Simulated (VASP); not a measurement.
# Mg: drag along a line

Mg, slab, 13 atoms in the cell. PBE, constrained relaxations along a path; PAW potentials Mg (PBE set).

Path: drag along a line, Mg hops from a hollow site to the next hollow site of Mg(100).

## Input

INCAR:
```
SYSTEM = Mg
PREC = Normal ; ENCUT = 200
EDIFF = 1E-6 ; ISMEAR = 1
SIGMA = 0.1 ; LREAL = .FALSE.
LASPH = .TRUE. ; NELM = 100
ALGO = Normal ; LWAVE = .FALSE.
LCHARG = .FALSE. ; IBRION = 2
NSW = 60 ; ISIF = 2
EDIFFG = -0.03 ; POTIM = 0.5
KPAR = 2
```

KPOINTS:
```
k-points
0
Gamma
  2 2 1
```

POSCAR.step1:
```
Mg
1.0
    7.0910579868      0.0000000000      0.0000000000
    0.0000000000      7.0910579868      0.0000000000
    0.0000000000      0.0000000000     18.7155289934
Mg
13
Selective dynamics
Direct
    0.0000000000      0.0000000000      0.3205893887  F F F
    0.5000000000      0.0000000000      0.3205893887  F F F
    0.0000000000      0.5000000000      0.3205893887  F F F
    0.5000000000      0.5000000000      0.3205893887  F F F
    0.2500000000      0.2500000000      0.4153109698  T T T
    0.7500000000      0.2500000000      0.4153109698  T T T
    0.2500000000      0.7500000000      0.4153109698  T T T
    0.7500000000      0.7500000000      0.4153109698  T T T
    0.0000000000      0.0000000000      0.5100325509  T T T
    0.5000000000      0.0000000000      0.5100325509  T T T
    0.0000000000      0.5000000000      0.5100325509  T T T
    0.5000000000      0.5000000000      0.5100325509  T T T
    0.2500000000      0.2500000000      0.5741504286  F T T
```

POSCAR.step2:
```
Mg
1.0
    7.0910579868      0.0000000000      0.0000000000
    0.0000000000      7.0910579868      0.0000000000
    0.0000000000      0.0000000000     18.7155289934
Mg
13
Selective dynamics
Direct
    0.0000000000      0.0000000000      0.3205893887  F F F
    0.5000000000      0.0000000000      0.3205893887  F F F
    0.0000000000      0.5000000000      0.3205893887  F F F
    0.5000000000      0.5000000000      0.3205893887  F F F
    0.2500000000      0.2500000000      0.4153109698  T T T
    0.7500000000      0.2500000000      0.4153109698  T T T
    0.2500000000      0.7500000000      0.4153109698  T T T
    0.7500000000      0.7500000000      0.4153109698  T T T
    0.0000000000      0.0000000000      0.5100325509  T T T
    0.5000000000      0.0000000000      0.5100325509  T T T
    0.0000000000      0.5000000000      0.5100325509  T T T
    0.5000000000      0.5000000000      0.5100325509  T T T
    0.1500000000      0.2500000000      0.5741504286  F T T
```

POSCAR.step3:
```
Mg
1.0
    7.0910579868      0.0000000000      0.0000000000
    0.0000000000      7.0910579868      0.0000000000
    0.0000000000      0.0000000000     18.7155289934
Mg
13
Selective dynamics
Direct
    0.0000000000      0.0000000000      0.3205893887  F F F
    0.5000000000      0.0000000000      0.3205893887  F F F
    0.0000000000      0.5000000000      0.3205893887  F F F
    0.5000000000      0.5000000000      0.3205893887  F F F
    0.2500000000      0.2500000000      0.4153109698  T T T
    0.7500000000      0.2500000000      0.4153109698  T T T
    0.2500000000      0.7500000000      0.4153109698  T T T
    0.7500000000      0.7500000000      0.4153109698  T T T
    0.0000000000      0.0000000000      0.5100325509  T T T
    0.5000000000      0.0000000000      0.5100325509  T T T
    0.0000000000      0.5000000000      0.5100325509  T T T
    0.5000000000      0.5000000000      0.5100325509  T T T
    0.0750000000      0.2500000000      0.5741504286  F T T
```

POSCAR.step4:
```
Mg
1.0
    7.0910579868      0.0000000000      0.0000000000
    0.0000000000      7.0910579868      0.0000000000
    0.0000000000      0.0000000000     18.7155289934
Mg
13
Selective dynamics
Direct
    0.0000000000      0.0000000000      0.3205893887  F F F
    0.5000000000      0.0000000000      0.3205893887  F F F
    0.0000000000      0.5000000000      0.3205893887  F F F
    0.5000000000      0.5000000000      0.3205893887  F F F
    0.2500000000      0.2500000000      0.4153109698  T T T
    0.7500000000      0.2500000000      0.4153109698  T T T
    0.2500000000      0.7500000000      0.4153109698  T T T
    0.7500000000      0.7500000000      0.4153109698  T T T
    0.0000000000      0.0000000000      0.5100325509  T T T
    0.5000000000      0.0000000000      0.5100325509  T T T
    0.0000000000      0.5000000000      0.5100325509  T T T
    0.5000000000      0.5000000000      0.5100325509  T T T
    0.0000000000      0.2500000000      0.5741504286  F T T
```

POSCAR.step5:
```
Mg
1.0
    7.0910579868      0.0000000000      0.0000000000
    0.0000000000      7.0910579868      0.0000000000
    0.0000000000      0.0000000000     18.7155289934
Mg
13
Selective dynamics
Direct
    0.0000000000      0.0000000000      0.3205893887  F F F
    0.5000000000      0.0000000000      0.3205893887  F F F
    0.0000000000      0.5000000000      0.3205893887  F F F
    0.5000000000      0.5000000000      0.3205893887  F F F
    0.2500000000      0.2500000000      0.4153109698  T T T
    0.7500000000      0.2500000000      0.4153109698  T T T
    0.2500000000      0.7500000000      0.4153109698  T T T
    0.7500000000      0.7500000000      0.4153109698  T T T
    0.0000000000      0.0000000000      0.5100325509  T T T
    0.5000000000      0.0000000000      0.5100325509  T T T
    0.0000000000      0.5000000000      0.5100325509  T T T
    0.5000000000      0.5000000000      0.5100325509  T T T
   -0.0750000000      0.2500000000      0.5741504286  F T T
```

POSCAR.step6:
```
Mg
1.0
    7.0910579868      0.0000000000      0.0000000000
    0.0000000000      7.0910579868      0.0000000000
    0.0000000000      0.0000000000     18.7155289934
Mg
13
Selective dynamics
Direct
    0.0000000000      0.0000000000      0.3205893887  F F F
    0.5000000000      0.0000000000      0.3205893887  F F F
    0.0000000000      0.5000000000      0.3205893887  F F F
    0.5000000000      0.5000000000      0.3205893887  F F F
    0.2500000000      0.2500000000      0.4153109698  T T T
    0.7500000000      0.2500000000      0.4153109698  T T T
    0.2500000000      0.7500000000      0.4153109698  T T T
    0.7500000000      0.7500000000      0.4153109698  T T T
    0.0000000000      0.0000000000      0.5100325509  T T T
    0.5000000000      0.0000000000      0.5100325509  T T T
    0.0000000000      0.5000000000      0.5100325509  T T T
    0.5000000000      0.5000000000      0.5100325509  T T T
   -0.1500000000      0.2500000000      0.5741504286  F T T
```

POSCAR.step7:
```
Mg
1.0
    7.0910579868      0.0000000000      0.0000000000
    0.0000000000      7.0910579868      0.0000000000
    0.0000000000      0.0000000000     18.7155289934
Mg
13
Selective dynamics
Direct
    0.0000000000      0.0000000000      0.3205893887  F F F
    0.5000000000      0.0000000000      0.3205893887  F F F
    0.0000000000      0.5000000000      0.3205893887  F F F
    0.5000000000      0.5000000000      0.3205893887  F F F
    0.2500000000      0.2500000000      0.4153109698  T T T
    0.7500000000      0.2500000000      0.4153109698  T T T
    0.2500000000      0.7500000000      0.4153109698  T T T
    0.7500000000      0.7500000000      0.4153109698  T T T
    0.0000000000      0.0000000000      0.5100325509  T T T
    0.5000000000      0.0000000000      0.5100325509  T T T
    0.0000000000      0.5000000000      0.5100325509  T T T
    0.5000000000      0.5000000000      0.5100325509  T T T
   -0.2500000000      0.2500000000      0.5741504286  F T T
```

Commands (each step's output is kept before the next begins):
```
cat potpaw_PBE.64/Mg/POTCAR > POTCAR
cp POSCAR.step1 POSCAR
mpirun -np 4 vasp_std > vasp.out
cp POSCAR.step2 POSCAR
mpirun -np 4 vasp_std > vasp.out
cp POSCAR.step3 POSCAR
mpirun -np 4 vasp_std > vasp.out
cp POSCAR.step4 POSCAR
mpirun -np 4 vasp_std > vasp.out
cp POSCAR.step5 POSCAR
mpirun -np 4 vasp_std > vasp.out
cp POSCAR.step6 POSCAR
mpirun -np 4 vasp_std > vasp.out
cp POSCAR.step7 POSCAR
mpirun -np 4 vasp_std > vasp.out
```

## Result

- Barrier (eV): 0.709
- Ionic steps, all stages: 170
- Electronic steps, all stages: 1594

Energy along the pull:

| Share of the way | Energy above the start (eV) |
|---|---|
| 0 | 0.000 |
| 0.2 | 0.161 |
| 0.35 | 0.490 |
| 0.5 | 0.709 |
| 0.65 | 0.489 |
| 0.8 | 0.161 |
| 1 | 0.000 |

The slab is body-centred cubic Mg(100), which isn't the element's stable structure, in-plane cell 7.09 × 7.09 Å, with 2 × 2 k points.

Limits: the adatom repeats in each 2 x 2 surface cell, and the slab has three layers.

VASP 6.6.1 took 1382 s on 4 cores (Intel Xeon Platinum 8375C @ 2.90GHz (Ice Lake)), a shared host.
